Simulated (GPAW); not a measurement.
# Nb (Fm-3m) in GPAW: reference runs

Reference runs on Nb: the cell as given and a disturbed copy.

All numbers are computed with GPAW 26.7.0; they aren't measurements. Logs are shortened: lines on timing, memory, paths and dates and some standing lists are left out, and cuts for length are marked. The log counts tension as positive stress, the text compression.

## (1) Starting point

The structure is cubic, space group Fm-3m (No. 225). The conventional cell has a = 4.230 Å, b = 4.230 Å, c = 4.230 Å, α = 90.00°, β = 90.00°, γ = 90.00°. Nb (site symmetry m-3m) is surrounded by 12 Nb at 2.99 Å.

This isn't the form of Nb at room conditions, which is bcc.

## (2) Single point, PBEsol

Input file run.py:

```python
from ase import Atoms
from ase.dft.bandgap import bandgap
from ase.io import write
from ase.units import Bohr, GPa
from gpaw import GPAW, PW, setup_paths
from gpaw.elf import elf_from_dft_calculation

setup_paths.insert(0, '.')

atoms = Atoms(['Nb'],
              cell=[[0.0, 2.115, 2.115],
                    [2.115, 0.0, 2.115],
                    [2.115, 2.115, 0.0]],
              scaled_positions=[[0.0, 0.0, 0.0]],
              pbc=True)

calc = GPAW(mode=PW(600),
            xc='PBEsol',
            kpts={'size': (11, 11, 11), 'gamma': True},
            occupations={'name': 'fermi-dirac', 'width': 0.05},
            nbands=15,
            convergence={'density': 1e-05, 'energy': 1e-05},
            maxiter=150,
            txt='gpaw.txt')
atoms.calc = calc
energy = atoms.get_potential_energy()
forces = atoms.get_forces()
stress = atoms.get_stress()
calc.write('gs.gpw')
write('result.traj', atoms)
print(f'Energy: {energy:.6f} eV')
print('Forces (eV/A):')
print(forces.round(4))
print('Stress (GPa):', (stress / GPa).round(3))
print('Fermi level:', round(calc.get_fermi_level(), 4), 'eV')
print(f'Gap: {bandgap(calc)[0]:.4f} eV, direct: {bandgap(calc, direct=True)[0]:.4f} eV')

# fields on the real-space grid
write('density.cube', atoms, data=calc.get_pseudo_density() * Bohr**3)
write('potential.cube', atoms, data=calc.get_electrostatic_potential())
write('elf.cube', atoms, data=elf_from_dft_calculation(calc).data)
```

Potentials or basis: PAW data sets generated in the run's folder for this functional, pw.

Launch:

```console
$ gpaw-setup -f PBEsol Nb
$ OMP_NUM_THREADS=1 python run.py
```

gpaw.txt:

```text
__  _  _
 | _ |_)|_||  |
 |__||  | ||/\| - 26.7.0

Input parameters:
  mode=PW(ecut=600.0),
  convergence={'density': 1e-05, 'energy': 1e-05},
  kpts=MonkhorstPack(size=(11, 11, 11), gamma=True),
  maxiter=150,
  nbands=15,
  occupations=Occupations(name='fermi-dirac', width=0.05),
  xc=XC(name='PBEsol')

Diagonalizing LCAO Hamiltonian
Converting LCAO to pw mode

       Nb

Atoms  # Å, Bohr magnetons
|   | symbol |        x |        y |        z |    initial magnetic moments |
|---|--------|----------|----------|----------|-----------------------------|
| 0 |     Nb | 0.000000 | 0.000000 | 0.000000 | ( 0.0000,  0.0000,  0.0000) |

Unit cell  # Å
| periodic |        x |        y |        z |  lengths |    angles |
|----------|----------|----------|----------|----------|-----------|
|      yes | 0.000000 | 2.115000 | 2.115000 | 2.991062 | 60.000000 |
|      yes | 2.115000 | 0.000000 | 2.115000 | 2.991062 | 60.000000 |
|      yes | 2.115000 | 2.115000 | 0.000000 | 2.991062 | 60.000000 |

Number of symmetries: 48
Symmetry operations  # r_c * U_cc + t_c -> r_c
|    | kind |            matrix            |
|----|------|------------------------------|
|  0 |  σ   |  1, 0, 0,  1, 0,-1,  1,-1, 0 |
|  1 |  C2  |  1, 0, 0,  1,-1, 0,  1, 0,-1 |
|  2 |  E   |  1, 0, 0,  0, 1, 0,  0, 0, 1 |
|  3 |  σ   |  1, 0, 0,  0, 0, 1,  0, 1, 0 |
|  4 |  C4  |  1, 0,-1,  1, 0, 0,  1,-1, 0 |
|  5 |  S6  |  1, 0,-1,  1,-1, 0,  1, 0, 0 |
|  6 |  σ   |  1, 0,-1,  0, 1,-1,  0, 0,-1 |
|  7 |  C3  |  1, 0,-1,  0, 0,-1,  0, 1,-1 |
|  8 |  S6  |  1,-1, 0,  1, 0, 0,  1, 0,-1 |
|  9 |  C4  |  1,-1, 0,  1, 0,-1,  1, 0, 0 |
| 10 |  C3  |  1,-1, 0,  0,-1, 1,  0,-1, 0 |
| 11 |  σ   |  1,-1, 0,  0,-1, 0,  0,-1, 1 |
| 12 |  σ   |  0, 1, 0,  1, 0, 0,  0, 0, 1 |
| 13 |  C4  |  0, 1, 0,  0, 1,-1, -1, 1, 0 |
| 14 |  C3  |  0, 1, 0,  0, 0, 1,  1, 0, 0 |
| 15 |  S6  |  0, 1, 0, -1, 1, 0,  0, 1,-1 |
| 16 |  C2  |  0, 1,-1,  1, 0,-1,  0, 0,-1 |
| 17 |  σ   |  0, 1,-1,  0, 1, 0, -1, 1, 0 |
| 18 |  S4  |  0, 1,-1,  0, 0,-1,  1, 0,-1 |
| 19 |  C4  |  0, 1,-1, -1, 1, 0,  0, 1, 0 |
| 20 |  C3  |  0, 0, 1,  1, 0, 0,  0, 1, 0 |
| 21 |  σ   |  0, 0, 1,  0, 1, 0,  1, 0, 0 |
| 22 |  S6  |  0, 0, 1,  0,-1, 1, -1, 0, 1 |
| 23 |  C4  |  0, 0, 1, -1, 0, 1,  0,-1, 1 |
| 24 |  S4  |  0, 0,-1,  1, 0,-1,  0, 1,-1 |
| 25 |  C3  |  0, 0,-1,  0, 1,-1,  1, 0,-1 |
| 26 |  C2  |  0, 0,-1,  0,-1, 0, -1, 0, 0 |
| 27 |  S6  |  0, 0,-1, -1, 0, 0,  0,-1, 0 |
| 28 |  S4  |  0,-1, 1,  1,-1, 0,  0,-1, 0 |
| 29 |  C4  |  0,-1, 1,  0, 0, 1, -1, 0, 1 |
| 30 |  C2  |  0,-1, 1,  0,-1, 0,  1,-1, 0 |
| 31 |  σ   |  0,-1, 1, -1, 0, 1,  0, 0, 1 |
| 32 |  C3  |  0,-1, 0,  1,-1, 0,  0,-1, 1 |
| 33 |  S6  |  0,-1, 0,  0, 0,-1, -1, 0, 0 |
| 34 |  S4  |  0,-1, 0,  0,-1, 1,  1,-1, 0 |
| 35 |  C2  |  0,-1, 0, -1, 0, 0,  0, 0,-1 |
| 36 |  C2  | -1, 1, 0,  0, 1, 0,  0, 1,-1 |
| 37 |  S6  | -1, 1, 0,  0, 1,-1,  0, 1, 0 |
| 38 |  S4  | -1, 1, 0, -1, 0, 1, -1, 0, 0 |
| 39 |  C3  | -1, 1, 0, -1, 0, 0, -1, 0, 1 |
| 40 |  S6  | -1, 0, 1,  0, 0, 1,  0,-1, 1 |
| 41 |  C2  | -1, 0, 1,  0,-1, 1,  0, 0, 1 |
| 42 |  C3  | -1, 0, 1, -1, 1, 0, -1, 0, 0 |
| 43 |  S4  | -1, 0, 1, -1, 0, 0, -1, 1, 0 |
| 44 |  C2  | -1, 0, 0,  0, 0,-1,  0,-1, 0 |
| 45 |  i   | -1, 0, 0,  0,-1, 0,  0, 0,-1 |
| 46 |  σ   | -1, 0, 0, -1, 1, 0, -1, 0, 1 |
| 47 |  C2  | -1, 0, 0, -1, 0, 1, -1, 1, 0 |

BZ-sampling:
  Number of BZ points: 1331
  Number of IBZ points: 56

  Monkhorst-Pack size: [11, 11, 11]
  Monkhorst-Pack shift: [0, 0, 0]

K-points  # in reciprocal-cell coordinates
|     |                                coordinates |     weight |
|-----|--------------------------------------------|------------|
|   0 | (  0.00000000,   0.00000000,   0.00000000) | 0.00075131 |
|   1 | (  0.09090909,   0.09090909,   0.00000000) | 0.00450789 |
|   2 | (  0.09090909,   0.09090909,   0.09090909) | 0.00601052 |
|   3 | (  0.18181818,   0.09090909,   0.09090909) | 0.00901578 |
|   4 | (  0.18181818,   0.18181818,   0.00000000) | 0.00450789 |
|   5 | (  0.18181818,   0.18181818,   0.09090909) | 0.01803156 |
|   6 | (  0.18181818,   0.18181818,   0.18181818) | 0.00601052 |
|   7 | (  0.27272727,   0.18181818,   0.09090909) | 0.01803156 |
|   8 | (  0.27272727,   0.18181818,   0.18181818) | 0.01803156 |
|   9 | (  0.27272727,   0.27272727,   0.00000000) | 0.00450789 |
| ... |                                            |            |
|  55 | (  0.45454545,   0.45454545,   0.45454545) | 0.00601052 |

Plane wave coefficients: 642
Cutoff: 600.0 eV

Spin-components: 1 (collinear spins)
Bands:           15
Projectors:      6
Spin-degeneracy: 2
Datatype:        complex128

Parallelization:
  kpt:    1
  domain: 1
  band:   1

Density:
  Valence electrons: 13.0
  Components: 1
  Grid points: [18 18 18]
  Charge: 0.0  # |e|

Potential:
  Grid points: [18 18 18]

species:
  Nb:
    name:    Niobium
    Z:       41.0
    valence: 13
    core:    28
    charge:  0.0  # [|e|]
    compensation charges:
      type: gauss
      rc: 0.40  # [Å]
      lmax: 2
    cutoffs:
      filter: 2.35  # [Å]
      core: 1.51  # [Å]
    projectors
    | kind |    occ | energy [eV] | rcut [Å] |
    |------|--------|-------------|----------|
    |   4s |  2.000 |     -58.318 |    1.323 |
    |   5s |  1.000 |      -4.011 |    1.323 |
    |   4p |  6.000 |     -34.497 |    1.323 |
    |   5p |  0.000 |      -1.086 |    1.323 |
    |   4d |  4.000 |      -3.056 |    1.244 |
    |    d |        |      24.155 |    1.244 |

    Using partial waves for Nb as LCAO basis

Reference energy: -103848.611998  # eV

eigensolver:
[... 26 lines left out ...]
convergence criteria:
- Maximum integral of absolute [dens]ity change: 1e-05 electrons / valence electron
- Maximum [total energy] change in last 3 cyles: 1e-05 eV / valence electron
- Maximum integral of absolute [eigenst]ate change: 4e-08 eV^2 / valence electron
maximum number of iterations: 150

SCF iterations
|iter     | |      energy | eigst |  dens |
|---------|-|-------------|-------|-------|
|iter:   1| |  -11.422541 | +0.02 |       |
|iter:   2| |  -11.301695 | -2.59 | -0.98 |
|iter:   3| |  -10.721651 | -1.51 | -1.02 |
|iter:   4| |  -10.718826 | -3.21 | -1.80 |
|iter:   5| |  -10.718709 | -4.14 | -2.17 |
|iter:   6| |  -10.718712c| -6.30 | -3.62 |
|iter:   7| |  -10.718713c| -7.74c| -4.04 |
|iter:   8| |  -10.718713c| -8.91c| -5.54c|

Converged in 8 steps
Energy contributions relative to reference atoms: (reference = -103848.611998)

Energy contributions:
  Kinetic:          -4.378126
  Coulomb:          -0.722096
  Zero:             -0.050596
  External:          0.000000
  Xc:               -5.561955
  Entropy:          -0.011880
  Spinorbit:         0.000000
  ----------------------------
  Free energy:     -10.724653
  Extrapolated:    -10.718713

dipole moment: (-15.514894, -15.514894, -15.514894)  # |e|*Ang

Fermi level: 10.904
Eigenvalues  # (at kpt = [0.000, 0.000, 0.000])
| band index |      eig [eV] | occ [0-2] |
|------------|---------------|-----------|
|          0 |       -43.812 |     2.000 |
|          1 |       -19.286 |     2.000 |
|          2 |       -19.286 |     2.000 |
|          3 |       -19.286 |     2.000 |
|          4 |         4.696 |     2.000 |
|          5 |        10.998 |     0.262 |
|          6 |        10.998 |     0.262 |
|          7 |        10.998 |     0.262 |
|          8 |        13.551 |     0.000 |
|          9 |        13.551 |     0.000 |
|         10 |        22.857 |     0.000 |
|         11 |        27.650 |     0.000 |
|         12 |        27.650 |     0.000 |
|        ... |               |           |
|         14 |        31.859 |     0.000 |

No gap
No difference between direct/indirect transitions

Forces  # eV/Ang
|       x |       y |       z |
|---------|---------|---------|
| 0.00000 | 0.00000 | 0.00000 |  # Nb   0

Stress tensor  # eV/Ang^3
|         x |         y |         z |
|-----------|-----------|-----------|
|  0.049896 |  0.000000 | -0.000000 |
|  0.000000 |  0.049896 | -0.000000 |
| -0.000000 | -0.000000 |  0.049896 |

# Writing to gs.gpw (mode='')
```

Wall time 12 s (1 thread of Arm Neoverse V2, shared host); peak memory 0.14 GiB.

Results:

```yaml
Free_energy: -10.7247 eV
Pressure: -8.0 GPa
Band_gap_on_the_k_mesh: none (metal or under the smearing width)
```

## (3) Single point, PBEsol (cell strained at random at fixed volume)

Input file run.py:

```python
from ase import Atoms
from ase.dft.bandgap import bandgap
from ase.io import write
from ase.units import GPa
from gpaw import GPAW, PW, setup_paths

setup_paths.insert(0, '.')

atoms = Atoms(['Nb'],
              cell=[[-0.041034, 2.193381, 2.108849],
                    [2.0464, 0.049814, 2.018],
                    [2.126253, 2.182385, -0.030039]],
              scaled_positions=[[0.030077, -0.003973, -0.00022]],
              pbc=True)

calc = GPAW(mode=PW(600),
            xc='PBEsol',
            kpts={'size': (11, 11, 11), 'gamma': True},
            occupations={'name': 'fermi-dirac', 'width': 0.05},
            nbands=15,
            convergence={'density': 1e-05, 'energy': 1e-05},
            maxiter=150,
            txt='gpaw.txt')
atoms.calc = calc
energy = atoms.get_potential_energy()
forces = atoms.get_forces()
stress = atoms.get_stress()
calc.write('gs.gpw')
write('result.traj', atoms)
print(f'Energy: {energy:.6f} eV')
print('Forces (eV/A):')
print(forces.round(4))
print('Stress (GPa):', (stress / GPa).round(3))
print('Fermi level:', round(calc.get_fermi_level(), 4), 'eV')
print(f'Gap: {bandgap(calc)[0]:.4f} eV, direct: {bandgap(calc, direct=True)[0]:.4f} eV')
```

Potentials or basis: PAW data sets generated in the run's folder for this functional, pw.

Launch:

```console
$ gpaw-setup -f PBEsol Nb
$ OMP_NUM_THREADS=1 python run.py
```

gpaw.txt:

```text
__  _  _
 | _ |_)|_||  |
 |__||  | ||/\| - 26.7.0

Input parameters:
  mode=PW(ecut=600.0),
  convergence={'density': 1e-05, 'energy': 1e-05},
  kpts=MonkhorstPack(size=(11, 11, 11), gamma=True),
  maxiter=150,
  nbands=15,
  occupations=Occupations(name='fermi-dirac', width=0.05),
  xc=XC(name='PBEsol')

Diagonalizing LCAO Hamiltonian
Converting LCAO to pw mode

       Nb

Atoms  # Å, Bohr magnetons
|   | symbol |         x |        y |        z |    initial magnetic moments |
|---|--------|-----------|----------|----------|-----------------------------|
| 0 |     Nb | -0.009832 | 0.065292 | 0.055417 | ( 0.0000,  0.0000,  0.0000) |

Unit cell  # Å
| periodic |         x |        y |         z |  lengths |    angles |
|----------|-----------|----------|-----------|----------|-----------|
|      yes | -0.041034 | 2.193381 |  2.108849 | 3.043000 | 59.849548 |
|      yes |  2.046400 | 0.049814 |  2.018000 | 2.874467 | 59.999408 |
|      yes |  2.126253 | 2.182385 | -0.030039 | 3.047074 | 60.697616 |

Number of symmetries: 1
Symmetry operations  # r_c * U_cc + t_c -> r_c
|   | kind |            matrix            |
|---|------|------------------------------|
| 0 |  E   |  1, 0, 0,  0, 1, 0,  0, 0, 1 |

BZ-sampling:
  Number of BZ points: 1331
  Number of IBZ points: 666

  Monkhorst-Pack size: [11, 11, 11]
  Monkhorst-Pack shift: [0, 0, 0]

K-points  # in reciprocal-cell coordinates
|     |                                coordinates |     weight |
|-----|--------------------------------------------|------------|
|   0 | (  0.00000000,   0.00000000,   0.00000000) | 0.00075131 |
|   1 | (  0.00000000,   0.00000000,   0.09090909) | 0.00150263 |
|   2 | (  0.00000000,   0.00000000,   0.18181818) | 0.00150263 |
|   3 | (  0.00000000,   0.00000000,   0.27272727) | 0.00150263 |
|   4 | (  0.00000000,   0.00000000,   0.36363636) | 0.00150263 |
|   5 | (  0.00000000,   0.00000000,   0.45454545) | 0.00150263 |
|   6 | (  0.00000000,   0.09090909,  -0.45454545) | 0.00150263 |
|   7 | (  0.00000000,   0.09090909,  -0.36363636) | 0.00150263 |
|   8 | (  0.00000000,   0.09090909,  -0.27272727) | 0.00150263 |
|   9 | (  0.00000000,   0.09090909,  -0.18181818) | 0.00150263 |
| ... |                                            |            |
| 665 | (  0.45454545,   0.45454545,   0.45454545) | 0.00150263 |

Plane wave coefficients: 647
Cutoff: 600.0 eV

Spin-components: 1 (collinear spins)
Bands:           15
Projectors:      6
Spin-degeneracy: 2
Datatype:        complex128

Parallelization:
  kpt:    1
  domain: 1
  band:   1

Density:
  Valence electrons: 13.0
  Components: 1
  Grid points: [18 18 18]
  Charge: 0.0  # |e|

Potential:
  Grid points: [18 18 18]

species:
  Nb:
    name:    Niobium
    Z:       41.0
    valence: 13
    core:    28
    charge:  0.0  # [|e|]
    compensation charges:
      type: gauss
      rc: 0.40  # [Å]
      lmax: 2
    cutoffs:
      filter: 2.35  # [Å]
      core: 1.51  # [Å]
    projectors
    | kind |    occ | energy [eV] | rcut [Å] |
    |------|--------|-------------|----------|
    |   4s |  2.000 |     -58.318 |    1.323 |
    |   5s |  1.000 |      -4.011 |    1.323 |
    |   4p |  6.000 |     -34.497 |    1.323 |
    |   5p |  0.000 |      -1.086 |    1.323 |
    |   4d |  4.000 |      -3.056 |    1.244 |
    |    d |        |      24.155 |    1.244 |

    Using partial waves for Nb as LCAO basis

Reference energy: -103848.611998  # eV

eigensolver:
[... 26 lines left out ...]
convergence criteria:
- Maximum integral of absolute [dens]ity change: 1e-05 electrons / valence electron
- Maximum [total energy] change in last 3 cyles: 1e-05 eV / valence electron
- Maximum integral of absolute [eigenst]ate change: 4e-08 eV^2 / valence electron
maximum number of iterations: 150

SCF iterations
|iter     | |      energy | eigst |  dens |
|---------|-|-------------|-------|-------|
|iter:   1| |  -11.425532 | +0.02 |       |
|iter:   2| |  -11.307740 | -2.58 | -0.99 |
|iter:   3| |  -10.741159 | -1.50 | -1.03 |
|iter:   4| |  -10.738219 | -3.19 | -1.80 |
|iter:   5| |  -10.738138 | -4.18 | -2.17 |
|iter:   6| |  -10.738143c| -5.98 | -3.43 |
|iter:   7| |  -10.738144c| -7.99c| -4.02 |
|iter:   8| |  -10.738144c| -8.28c| -4.48 |
|iter:   9| |  -10.738144c|-10.15c| -5.82c|

Converged in 9 steps
Energy contributions relative to reference atoms: (reference = -103848.611998)

Energy contributions:
  Kinetic:          -4.533973
  Coulomb:          -0.528299
  Zero:             -0.049931
  External:          0.000000
  Xc:               -5.619147
  Entropy:          -0.013589
  Spinorbit:         0.000000
  ----------------------------
  Free energy:     -10.744939
  Extrapolated:    -10.738144

dipole moment: (15.359716, 0.807454, 0.126713)  # |e|*Ang

Fermi level: 10.858
Eigenvalues  # (at kpt = [0.000, 0.000, 0.000])
| band index |      eig [eV] | occ [0-2] |
|------------|---------------|-----------|
|          0 |       -43.799 |     2.000 |
|          1 |       -19.352 |     2.000 |
|          2 |       -19.288 |     2.000 |
|          3 |       -19.158 |     2.000 |
|          4 |         4.701 |     2.000 |
|          5 |        10.608 |     1.987 |
|          6 |        10.688 |     1.935 |
|          7 |        11.689 |     0.000 |
|          8 |        13.327 |     0.000 |
|          9 |        13.873 |     0.000 |
|         10 |        22.856 |     0.000 |
|         11 |        26.972 |     0.000 |
|         12 |        27.301 |     0.000 |
|         13 |        28.879 |     0.000 |
|         14 |        31.951 |     0.000 |

No gap
No difference between direct/indirect transitions

Forces  # eV/Ang
|        x |       y |        z |
|----------|---------|----------|
| -0.00000 | 0.00000 | -0.00000 |  # Nb   0

Stress tensor  # eV/Ang^3
|         x |         y |         z |
|-----------|-----------|-----------|
|  0.056001 | -0.002640 |  0.012040 |
| -0.002640 |  0.023338 | -0.006338 |
|  0.012040 | -0.006338 |  0.076930 |

# Writing to gs.gpw (mode='')
```

It took 1.9 min on 1 thread of Arm Neoverse V2, shared host; peak memory 0.3 GiB.

Results:

```
Free energy            : -10.7449 eV
Pressure               : -8.3 GPa
Band gap on the k mesh : none (metal or under the smearing width)
```

## (4) Equation of state, PBEsol

Input file run.py:

```python
from ase import Atoms
from ase.eos import EquationOfState
from ase.io import Trajectory
from ase.units import GPa
from gpaw import GPAW, PW, setup_paths

setup_paths.insert(0, '.')

atoms = Atoms(['Nb'],
              cell=[[0.0, 2.115, 2.115],
                    [2.115, 0.0, 2.115],
                    [2.115, 2.115, 0.0]],
              scaled_positions=[[0.0, 0.0, 0.0]],
              pbc=True)

traj = Trajectory('eos.traj', 'w')
volumes, energies = [], []
for x in [0.94, 0.96, 0.98, 1.0, 1.02, 1.04, 1.06]:
    a = atoms.copy()
    a.set_cell(atoms.cell * x**(1 / 3), scale_atoms=True)
    calc = GPAW(mode=PW(600),
                xc='PBEsol',
                kpts={'size': (11, 11, 11), 'gamma': True},
                occupations={'name': 'fermi-dirac', 'width': 0.05},
                nbands=15,
                convergence={'density': 1e-05, 'energy': 1e-05},
                maxiter=150,
                txt=f'eos-{x:.2f}.txt')
    a.calc = calc
    energies.append(a.get_potential_energy(force_consistent=True))
    volumes.append(a.get_volume())
    p = -a.get_stress()[:3].mean() / GPa
    calc.write(f'eos-{x:.2f}.gpw')
    traj.write(a)
    print(f'{x:.2f} {volumes[-1]:10.4f} A^3 {energies[-1]:14.6f} eV {p:9.3f} GPa', flush=True)

v0, e0, B = EquationOfState(volumes, energies, eos='birchmurnaghan').fit()
print(f'V0 = {v0:.4f} A^3, E0 = {e0:.6f} eV, B0 = {B / GPa:.2f} GPa')
```

Launch:

```console
$ gpaw-setup -f PBEsol Nb
$ OMP_NUM_THREADS=1 python run.py
```

It took 66 s on 1 thread of Arm Neoverse V2, shared host; peak memory 0.19 GiB.

It converged, with:

```
Equilibrium volume                      : 18.01 Å³/atom
Bulk modulus                            : 177 GPa
Pressure derivative of the bulk modulus : 4.0
```

Energy against volume, from the lowest point:
```csv
volume (Å³/atom),energy (meV/atom)
17.786,0.81
18.165,0.00
18.543,7.61
18.922,22.83
19.300,44.89
19.679,73.11
20.057,106.88
```

## (5) The runs side by side

```tsv
task	cell	gap on the mesh (eV)	pressure (GPa)
single point	as given	none	-8.0
single point	cell strained at random at fixed volume	none	-8.3
equation of state	as given	-	-
```

Alike in all rows: level PBEsol; potentials or basis PAW data sets generated in the run's folder for this functional, pw; no spin polarisation; k mesh 11 × 11 × 11; cutoff (eV) 600; smearing fermi-dirac 0.05 eV.

Absolute energies hang on the potentials; compare differences alone.
